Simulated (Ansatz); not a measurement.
A run of Ansatz 0.2.0 is set up as follows.

input.yaml

```yaml
crystal:
  lattice:
    - [-1.81, 1.81, 1.81]
    - [1.81, -1.81, 1.81]
    - [1.81, 1.81, -1.81]
  atoms:
    - { symbol: Zr, position: [0.0, 0.0, 0.0], spin: -0.17 }
kpoints:
  mp_grid: { grid: [10, 10, 10] }
  band_path:
    path:
      - [0.0, 0.0, 0.0]
      - [0.5, -0.5, 0.5]
      - [0.0, 0.0, 0.5]
      - [0.0, 0.0, 0.0]
      - [0.25, 0.25, 0.25]
      - [0.5, -0.5, 0.5]
    npoints: 12
scf:
  occupations: { method: gaussian, width: 0.01 }
hamiltonian:
  xc: pbesol
  pseudopotentials: { kind: all_electron, lapw: { basis_error: 0.001 } }
magnetization:
  spin_polarized: true
output:
  forces: true
  stress: true
  eigenvalues: true
  fatbands: true
  dos: { projected: true, de: 0.2, e_range: [-14, 10] }
  populations: true
```

Potentials or basis: all-electron LAPW, scalar-relativistic.

Run with:

```bash
$ ansatz run input.yaml --threads 1 --pin off --max-ram 2560MiB --backend cpu --events-out ev --progress --plain --runs-dir out
```

Q: What does it give for the pressure?

A: -7.0 GPa.

Q: Predict the band gap along the path.

A: None (metal or under the smearing width).

Levels at the corners of the path, in eV from the Fermi level:
Spin up:
```csv
point,band 7,band 8,band 9,band 10,band 11,band 12,band 13,band 14,band 15,band 16
Γ,-26.03,-26.03,-26.03,-5.39,1.07,1.07,1.07,3.49,3.49,12.26
H,-26.66,-26.66,-26.66,-2.50,-2.50,5.50,5.50,5.50,7.21,7.21
N,-26.95,-26.32,-26.04,-2.77,-0.67,1.49,3.47,4.13,6.16,9.89
Γ,-26.03,-26.03,-26.03,-5.39,1.07,1.07,1.07,3.49,3.49,12.26
P,-26.49,-26.49,-26.49,-0.56,-0.56,-0.56,4.25,4.25,7.16,10.19
H,-26.66,-26.66,-26.66,-2.50,-2.50,5.50,5.50,5.50,7.21,7.21
```
Spin down:
```csv
point,band 9,band 10,band 11,band 12,band 13,band 14
Γ,-26.06,-5.45,1.01,1.01,1.01,3.46
H,-26.69,-2.54,-2.54,5.45,5.45,5.45
N,-26.07,-2.83,-0.73,1.43,3.43,4.10
Γ,-26.06,-5.45,1.01,1.01,1.01,3.46
P,-26.52,-0.62,-0.62,-0.62,4.22,4.22
H,-26.69,-2.54,-2.54,5.45,5.45,5.45
```
